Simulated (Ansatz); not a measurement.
**LaAlO₃ (R-3c, No. 167)**

These are PBEsol (plane waves, PAW; Ansatz, a quantum-chemistry and plane-wave program) values and carry that method's errors.

Numerical settings: plane-wave cutoff 520 eV, 8×8×8 k mesh, Fermi–Dirac smearing 0.01 eV, scalar-relativistic PAW data made under PBE.

Cell (measured lattice):

```cif
data_Al6La6O18
_chemical_formula_sum 'La6 Al6 O18'
_space_group_name_H-M_alt 'R-3c :H'
_space_group_IT_number 167
_space_group_name_Hall '-R 3 2"c'
_cell_length_a 5.38641
_cell_length_b 5.38641
_cell_length_c 13.19070
_cell_angle_alpha 90.000
_cell_angle_beta 90.000
_cell_angle_gamma 120.000
loop_
_atom_site_label
_atom_site_type_symbol
_atom_site_symmetry_multiplicity
_atom_site_Wyckoff_symbol
_atom_site_fract_x
_atom_site_fract_y
_atom_site_fract_z
_atom_site_occupancy
La1 La 6 a 0.00000 0.00000 0.25000 1
Al1 Al 6 b 0.00000 0.00000 0.00000 1
O1 O 18 e 0.48840 0.48840 0.25000 1
```
(The calculation used a cell of 10 atoms; values per cell refer to that cell.)

```
Property                                       Value
-------------------------------------------  -------
band gap                                     3.47 eV
smallest direct gap on the k points sampled  3.48 eV
```

Note: cell and atoms aren't relaxed at this level (largest force component 0.06 eV/Å, pressure -5.6 GPa).

Spin–orbit coupling is not included.

Computing time: about 90 core-seconds (a rough figure).
